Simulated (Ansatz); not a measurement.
Os:

```xyz
2
Lattice="2.7341 0.0000 0.0000 -1.3671 2.3678 0.0000 0.0000 0.0000 4.3197" Properties=species:S:1:pos:R:3 pbc="T T T"
Os    1.3671    0.7893    3.2398
Os    0.0000    1.5785    1.0799
```

Program: Ansatz 0.2.0. Alike in all runs: task band structure; potentials or basis Ansatz PAW; cell as given; smearing fermi-dirac 0.05 eV.

Question: Order these runs on this cell by their pressure, lowest first.
A. level PBEsol; spin off; k mesh 11 × 11 × 6; cutoff (eV) 420
B. level BLYP; spin off; k mesh 11 × 11 × 6; cutoff (eV) 420
C. level LDA; spin SOC, no magnetisation; k mesh 8 × 8 × 5; cutoff (eV) 420
D. level r2SCAN; spin off; k mesh 11 × 11 × 6; cutoff (eV) 500

Answer: C (-9.0 GPa), A (-2.7 GPa), D (1.0 GPa), B (25.8 GPa).

Caveats: the PAW data sets come from PBE, with cores solved anew for the run's functional, which leaves a small shift of forces and pressure; so large a pressure means that the cell lies far from this level's equilibrium, or that cutoff or potentials fall short (some runs).

Runs at the PBE level aren't shown here.
